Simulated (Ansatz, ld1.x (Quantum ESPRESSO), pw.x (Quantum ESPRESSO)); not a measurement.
What a changed setting does to a pw.x run (sc As)

Potential: PAW, ld1.x (Quantum ESPRESSO) 7.5, PBE; core [Ar] 3d10, reference 4s2 4p3; waves: 4s (bound): rcut 1.45, rcutus 1.70 bohr; 4s channel at -0.15 Ry: rcut 1.45, rcutus 1.70 bohr; 4p (bound): rcut 1.80, rcutus 2.35 bohr; 4p channel at 3.35 Ry: rcut 1.80, rcutus 2.35 bohr; 4d channel at 0.35 Ry: rcut 1.50, rcutus 1.90 bohr; 4d channel at 2.8 Ry: rcut 1.50, rcutus 1.90 bohr; local part: all-electron potential smoothed inside 1.30 bohr (lloc = -1); core correction: Bessel-smoothed model core inside 1.40 bohr; augmentation: PSQ, radius 1.25 bohr.

The reference run (k-mesh 12³, cutoffs 40/400 Ry, Fermi–Dirac 0.01 Ry, mixing_beta 0.4, conv_thr 1e-9, no spin) gives -0.67 GPa at 20.515 Å³/atom, where all-electron LAPW gives -0.24 GPa. This run, with its own iteration cap, changes smearing to mv.

```
&control
  calculation='scf', prefix='x', pseudo_dir='./', outdir='./tmp', tstress=.true., disk_io='none'
/
&system
  ibrav=0, nat=1, ntyp=1, ecutwfc=40, ecutrho=400, nbnd=9,
  occupations='smearing', smearing='mv', degauss=0.01
/
&electrons
  conv_thr=1e-09, mixing_beta=0.4, electron_maxstep=70
/
ATOMIC_SPECIES
As 1.0 As.UPF
CELL_PARAMETERS angstrom
  2.73751920 0.00000000 0.00000000
  0.00000000 2.73751920 0.00000000
  0.00000000 0.00000000 2.73751920
ATOMIC_POSITIONS crystal
As 0.0000 0.0000 0.0000
K_POINTS automatic
12 12 12 0 0 0
```

```bash
pw.x < As.scf.in > As.scf.out
```

Problem. How does the run end?

Solution. It converges in 6 iterations; the free energy moves by +18.1 meV/atom and the pressure by -0.10 GPa. This scheme is built to cancel the term in the square of the width that Fermi–Dirac smearing leaves in the F of a metal.

```
Message from routine setup:
     using ibrav=0 with symmetry is DISCOURAGED, use correct ibrav instead
     lattice parameter (alat)  =       5.1732  a.u.
     unit-cell volume          =     138.4421 (a.u.)^3
     number of electrons       =         5.00
     number of Kohn-Sham states=            9
     kinetic-energy cutoff     =      40.0000  Ry
     charge density cutoff     =     400.0000  Ry
     scf convergence threshold =      1.0E-09
     Exchange-correlation= SLA  PW   PBX  PBC
     number of k points=    84  Marzari-Vanderbilt smearing, width (Ry)=  0.0100
     iteration #  1     ecut=    40.00 Ry     beta= 0.40
     total energy              =    -175.98360558 Ry
     estimated scf accuracy    <       0.00215314 Ry
     iteration #  2     ecut=    40.00 Ry     beta= 0.40
     total energy              =    -175.98378746 Ry
     estimated scf accuracy    <       0.00080816 Ry
     iteration #  3     ecut=    40.00 Ry     beta= 0.40
     total energy              =    -175.98380424 Ry
     estimated scf accuracy    <       0.00000225 Ry
     iteration #  4     ecut=    40.00 Ry     beta= 0.40
     total energy              =    -175.98380602 Ry
     estimated scf accuracy    <       0.00000013 Ry
     iteration #  5     ecut=    40.00 Ry     beta= 0.40
     total energy              =    -175.98380605 Ry
     estimated scf accuracy    <          3.6E-09 Ry
     iteration #  6     ecut=    40.00 Ry     beta= 0.40
     the Fermi energy is     7.9174 ev
!    total energy              =    -175.98380605 Ry
     estimated scf accuracy    <          1.7E-10 Ry
     smearing contrib. (-TS)   =      -0.00005559 Ry
     The total energy is F=E-TS. E is the sum of the following terms:
     one-electron contribution =       4.76248739 Ry
     hartree contribution      =       0.52094103 Ry
     xc contribution           =     -15.21400024 Ry
     ewald contribution        =     -13.71162225 Ry
     one-center paw contrib.   =    -152.34155639 Ry
     convergence has been achieved in   6 iterations
          total   stress  (Ry/bohr**3)                   (kbar)     P=       -7.63
     Message from routine punch:
     Nothing written, as per user request (disk_io='none')
```

The run took about 10 s on one core of a shared host (Neoverse-V1, 32 threads, 247 GiB, load 23).
